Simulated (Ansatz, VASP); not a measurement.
# SiC in VASP and in Ansatz

```
Si C
1.0
    -0.01082    2.15907    2.15907
     2.15907   -0.01082    2.15907
     2.15907    2.15907   -0.01082
Si C
1 1
Direct
  0.00026 0.00026 0.00026
  0.74974 0.74974 0.74974
```

Change from the starting cell: equal xy, yz and zx engineering shears of -0.5 %.

Alike in both runs: functional LDA; k mesh 8 × 8 × 8; no spin polarisation.

Ansatz relaxed the structure, and its values are those at the end. VASP's run is a single point on that final structure, the one shown.

```csv
,VASP,Ansatz
version,VASP 6.6.1,Ansatz 0.2.0
potentials or method,"VASP PAW LDA potentials, release 64 (Si, C), cutoff 520 eV","all-electron LAPW, scalar-relativistic"
occupations,"gaussian, width 0.01 eV",fixed
```

VASP gave:

| Item | Value |
| --- | --- |
| gap on the k mesh at the Fermi level (eV) | 1.23 |
| pressure (GPa) | 0.4 |

Question: What did Ansatz give for the same quantities?

Answer: gap on the k mesh at the Fermi level (eV): 1.25; pressure (GPa): 0.0.

Ansatz ran all-electron here, so the differences hold the error of VASP's frozen core and of both bases.

A k mesh can miss the band edges.
